**Setting.** The free energy and pressure of fcc platinum were computed with the PBE functional at one fixed volume. Only the k-mesh changes: N,N,N means N divisions along each reciprocal direction. The column "energy less tightest" gives the energy relative to the 16,16,16 mesh.

DFTK 0.8.2, plane-wave PBE calculations without spin polarisation or spin–orbit coupling for fcc Pt at 15.08 Å³/atom (one-atom cell). All rows use the pseudopotential dojo.nc.sr.pbe.v0_4_1.standard with 18 valence electrons, a wave cutoff of 1142.88 eV and Fermi–Dirac smearing of 0.15 eV. Energies are free energies.

```tsv
sweep value	energy less tightest (meV/atom)	pressure (GPa)	gap (eV)	largest force (eV/Å)	scf iterations
2,2,2	4500.4	78.21	0.000	0.000	10
4,4,4	-131.3	8.23	0.000	0.000	9
5,5,5	266.4	15.44	0.000	0.000	9
7,7,7	31.0	11.49	0.000	0.000	9
9,9,9	-19.8	9.82	0.000	0.000	9
11,11,11	-7.4	9.90	0.000	0.000	9
13,13,13	3.8	10.20	0.000	0.000	9
16,16,16	0.0	10.15	0.000	0.000	9
```

### Question 1. Which mesh gives the lowest energy, and is it the best one?

**Model answer.** The lowest energy belongs to 4,4,4, at 131 meV/atom below the densest mesh. It is not the best result. A better wave function on a fixed mesh can only lower the energy, but no such rule holds for a change of mesh. The mesh decides which electron states are counted, and a poor count may come out too low as easily as too high.

**Remark on the reasoning.** The sign of an entry in this column carries no verdict on quality. What matters is its size, and even that is measured from a mesh with an error of its own.

### Question 2. Why does the error change sign, and why can a denser mesh be worse?

**Model answer.** In a metal, some bands are filled only up to the Fermi level. The surface in k-space that separates filled from empty states cuts between the points of the mesh. Each point stands for a small block of k-space, and blocks near this surface are counted as too full or too empty. A new mesh places its points differently, so the error can change sign, as it does between 4,4,4 and 5,5,5.

A ring of identical atoms with one electron each, treated by the Hückel method, shows the same effect. A ring of N atoms has exactly the levels that N k-points pick from the band of an endless chain. In units of the coupling between neighbours, the binding energy per atom is (2×2 + 4×1)/6 = 1.33 for six atoms and (2×2 + 4×√2)/8 = 1.21 for eight. The endless chain has 4/π = 1.27, so one ring binds too strongly and the other too weakly, and the larger ring is no closer.

**Remark on the reasoning.** The ring has one half-filled band, one dimension and no smearing. It shows why errors can change sign and why 5,5,5 can be farther off than 4,4,4. It can't predict which platinum mesh errs in which direction, because the Fermi surface of platinum has several sheets of complicated shape.

### Question 3. The energy at 5,5,5 is 266 meV/atom too high. Estimate the error of the pressure.

**Model answer.** Pressure is minus the slope of energy against volume, so we need to know how the energy error changes with volume. The error comes from miscounted band states, so as a first guess take it as proportional to the band width, ignoring that the smearing width stays fixed while the bands widen. Theory gives the width of a d band as falling with the fifth power of the atomic distance, hence as V^(−5/3), where V is the volume per atom. Differentiation then gives

pressure error = (5/3) × energy error / V.

With V = 15.08 Å³, the energy error per volume is 0.2664 eV / 15.08 Å³ = 0.0177 eV/Å³. Since 1 eV/Å³ is about 160 GPa, this is 2.8 GPa, and the factor 5/3 raises it to 4.7 GPa. The computed pressure at 5,5,5 lies 5.3 GPa above that of 16,16,16.

**Remark on the reasoning.** The exponent comes from theory, and the 5,5,5 row played no part in choosing it. The formula gives the right sign for every mesh and comes within about 35 % of the computed pressure error for five of the seven, though the 13,13,13 errors are too close to the error of the reference to count as much of a test. At 7,7,7 and 11,11,11 it gives only about half of that error or less. Such misses are to be expected. The column holds a free energy at a fixed smearing, and if only the band width changes with volume, the pressure error follows the error of the band energy without the entropy term. On the denser meshes that error can differ a good deal from the error of the free energy. The Fermi surface may also change shape under compression. Neither effect is tested here, so the agreement with 5/3 gives a rule of thumb and does not show that the d band alone carries the error.

### Question 4. From 9,9,9 to 11,11,11 the pressure changes by only 0.08 GPa. Is it converged?

**Model answer.** No. The next mesh, 13,13,13, raises it by another 0.3 GPa. Both earlier meshes lie on the same side of the final value, and their agreement shows only that they share an error of similar size. With an error that swings in sign, two neighbouring meshes can agree while both are off.

**Remark on the reasoning.** A stopping rule that compares the pressures of just two successive meshes, with a tolerance of 0.1 GPa, would have failed here. It is safer to go on until several successive meshes stay within the tolerance, and to watch energy and pressure together. In this table the energy gives the warning: it still rises by 12 meV/atom from 9,9,9 to 11,11,11.

### Question 5. Which digits can be trusted?

**Model answer.** The 11,11,11 mesh lies within 10 meV/atom of the densest mesh, yet 11 meV/atom below 13,13,13. A demand for 10 meV/atom is therefore met only narrowly, and only relative to the chosen reference. The two densest meshes agree to 4 meV/atom and 0.05 GPa. The pressure at this volume is thus 10.1 or 10.2 GPa as far as the mesh is concerned, and its second decimal should not be used.

The reference has an error too, and the way the others shrink gives its order of magnitude. A power law and an exponential were each fitted to the size of the energy error for the six meshes from 4,4,4 to 13,13,13. Both typically miss by a factor of about one and a half, so these rows do not settle the form of the decay. Theory expects the exponential to win on dense meshes once the occupations are smeared. Carried on to 16,16,16, the fits suggest an error of one or two meV/atom, an order of magnitude only, since the fitted errors are themselves counted from that mesh.

**Remark on the reasoning.** According to the power law, doubling the divisions cuts the error roughly tenfold, give or take the swings. The price is the number of k-points. The step from 11,11,11 to 13,13,13 takes about one and a half times as many applications of the Hamiltonian, a fair price for a pressure that is no longer 0.25 GPa off the reference. The printed output after this text lists the pressure estimate for each mesh and both fits.

### Question 6. Would a still denser mesh remove the remaining 10 GPa?

**Model answer.** No, because this pressure is mostly real compression within the calculation. The cell has a cubic lattice constant of 3.92 Å, while PBE prefers a slightly larger one. With a bulk modulus of roughly 250 GPa (a recalled value), a pressure of 10 GPa corresponds to a volume change of 10/250, or 4 %. That is a little over 1 % in length, so the pressure should vanish near 3.97 Å.

**Remark on the reasoning.** The same conversion shows what a mesh error means in practice. The 9,9,9 pressure is about 0.3 GPa below the reference, which would shift the lattice constant by only about 0.002 Å. Spin–orbit coupling, left out in all rows, matters for an element as heavy as platinum and may change the 10 GPa itself. The smearing is also expected to add a thermal pressure of the electrons, a modest share of the total. A denser mesh repairs neither.

### Question 7. What would change with less smearing, or with an insulator in place of platinum?

**Model answer.** Smearing replaces the sharp edge between filled and empty states by a gradual one. The width used here, 0.15 eV, corresponds to electrons at about 1700 K. With a smaller width the edge is sharper, and theory says that a denser mesh is then generally needed for the same accuracy. The converged values would move too: the free energy is expected to rise and the pressure to fall somewhat as the electrons are cooled. In an insulator every band is either full or empty, no edge cuts through the mesh, and the error normally dies away much faster.

**Remark on the reasoning.** These two answers rest on theory, since neither the smearing nor the element varies in the table. They follow from the question that also lies behind the mesh errors in the table: how sharply does the occupation change between neighbouring k-points? A mesh found adequate for platinum at this smearing should therefore be tested again when the width is reduced.

Printed output of the fit:

```
Pressure error and scaling model (16,16,16 is the zero):
       row  pressure error GPa  d-band model GPa  free-electron model GPa  exponent p needed  distinct k-points  H applications per k-point
     2,2,2               68.06             79.69                    31.88              1.423                  3                       493.7
     4,4,4               -1.92            -2.325                    -0.93              1.376                  8                       449.1
     5,5,5                5.29             4.717                    1.887              1.869                 10                       417.6
     7,7,7                1.34            0.5489                   0.2196              4.068                 20                       426.8
     9,9,9               -0.33           -0.3506                  -0.1402              1.569                 35                       422.2
  11,11,11               -0.25            -0.131                 -0.05241               3.18                 56                       417.1
  13,13,13                0.05           0.06729                  0.02692              1.238                 84                         412
  16,16,16                   0                 0                        0                  0                145                       409.4
fit of lE on 6 rows ((N > 3) & (N < 16)): constant 4.446 +/- 0.48, coefficient of lN -3.404 +/- 0.54; rms 0.195, worst 5,5,5 -0.36, leave-one-out rms 0.342
  rows outside the fit (model, value, miss): 2,2,2 3.421, 3.653, -0.232; 16,16,16 0.3462, 0, 0.346
fit of lE on 6 rows ((N > 3) & (N < 16)): constant 3.061 +/- 0.24, coefficient of N -0.1956 +/- 0.028; rms 0.177, worst 5,5,5 -0.343, leave-one-out rms 0.268
  rows outside the fit (model, value, miss): 2,2,2 2.67, 3.653, -0.983; 16,16,16 -0.06901, 0, -0.069
Power law, factor by which the error falls when the mesh is doubled: 10.59
Power law carried to 16,16,16, size of error in meV/atom: 2.219
Exponential carried to 16,16,16, size of error in meV/atom: 0.8531
Energy change from 11,11,11 to 13,13,13 in meV/atom: 11.2
Pressure change from 9,9,9 to 11,11,11 in GPa: 0.08
Pressure change from 11,11,11 to 13,13,13 in GPa: 0.3
Hamiltonian applications, 13,13,13 over 11,11,11: 1.481
Hamiltonian applications, 16,16,16 over 11,11,11: 2.541
Cubic lattice constant of the cell in angstrom: 3.922
Rough lattice constant at zero pressure in angstrom: 3.975
Rough lattice constant error from the 9,9,9 pressure error in angstrom: -0.001726
Temperature that matches the smearing width in K: 1741
```
